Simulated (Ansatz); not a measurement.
PtS2:

```
Pt S
1.0
     3.54320    0.00000    0.00000
    -1.77160    3.06850    0.00000
     0.00000    0.00000    5.03880
Pt S
1 2
Cartesian
  0.0000 0.0000 0.0000
  1.7716 1.0228 3.8950
  0.0000 2.0457 1.1438
```

```yaml
Program: Ansatz 0.2.0
Task: relaxation of cell and atoms
Functional: RPBE
Dispersion: D4
Potentials_or_basis: Ansatz PAW
Cutoff: "420 eV (not typed: the program's choice for these potentials)"
k_mesh: 9 × 9 × 5
Occupations: fermi-dirac, width 0.05 eV
Spin: no spin polarisation
```

At the start: volume 18.26 Å³/atom.

Where does the relaxation end?

It ends after 8 steps and the volume is 16.34 Å³/atom (-10.5 %); space group P-3m1 (No. 164, to 0.05 Å).

Step by step:
```tsv
step	energy change (eV)	largest force (eV/Å)	volume (Å³)
1	0.0000	1.3775	54.78
2	-0.1741	0.2095	50.97
3	-0.2221	0.1153	50.26
4	-0.2307	0.1013	48.26
5	-0.2347	0.0008	49.23
6	-0.2350	0.0131	48.97
7	-0.2350	0.0001	49.01
8	-0.2339	0.0003	49.01
```

Final structure:
```xyz
3
Lattice="3.5752 0.0000 0.0000 -1.7876 3.0962 0.0000 0.0000 0.0000 4.4274" Properties=species:S:1:pos:R:3 pbc="T T T"
Pt    0.0000    0.0000    0.0000
S     1.7876    1.0321    3.2244
S     0.0000    2.0641    1.2030
```

Caveat: the plane-wave basis is chosen anew once the cell has moved, so the energies of steps on either side of that aren't comparable; the volume moved by -11 % from the deposited cell, more than functionals usually miss; the PAW data sets come from PBE, with cores solved anew for the run's functional, which leaves a small shift of forces and pressure.
